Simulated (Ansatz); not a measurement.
# Fe under changes of volume

One of the cells (12.019 Å³/atom); the others are scaled copies at fixed shape and fractional positions:

```
Fe
1.0
    -1.44300    1.44300    1.44300
     1.44300   -1.44300    1.44300
     1.44300    1.44300   -1.44300
Fe
1
Direct
  0.00000 0.00000 0.00000
```

* Program: Ansatz 0.2.0
* Functional: PBEsol
* Potentials or basis: all-electron LAPW, scalar-relativistic
* Cutoff: 326 eV (chosen from the basis error)
* Basis error allowed: 0.0005 eV/atom
* k mesh: 13 × 13 × 13
* Occupations: fermi-dirac, width 0.05 eV
* Spin: collinear spin, ferromagnetic start
* Starting moments: [3.0] μB

| volume (Å³/atom) | energy over the lowest point (meV/atom) | pressure (GPa) | moment (μB per cell) |
| --- | --- | --- | --- |
| 11.298 | 0.00 | -9.4 | 2.12 |
| 11.538 | ? | ? | ? |
| 11.778 | 39.16 | -16.0 | 2.19 |
| 12.019 | 65.02 | -18.1 | 2.25 |
| 12.259 | 93.49 | -19.8 | 2.32 |
| 12.499 | 124.44 | -21.1 | 2.39 |
| 12.740 | 156.44 | -21.3 | 2.50 |

Task: What does the run at 11.538 Å³/atom give?

Result: Energy over the lowest point 17.04 meV/atom; pressure -13.0 GPa; moment 2.15 μB per cell.

Worked out: A Birch-Murnaghan fit of order 3 (a polynomial in V^(-2/3)) to the other rows has no minimum within the range. It gives 17.13 meV/atom at 11.538 Å³/atom, against the run's 17.04, and -dE/dV = -13.2 GPa, against -13.0. A parabola through the other rows of the moment, of slope 0.148 μB per Å³/atom there, gives 2.15 μB, against the run's 2.15.

Energies are extrapolated to zero smearing.
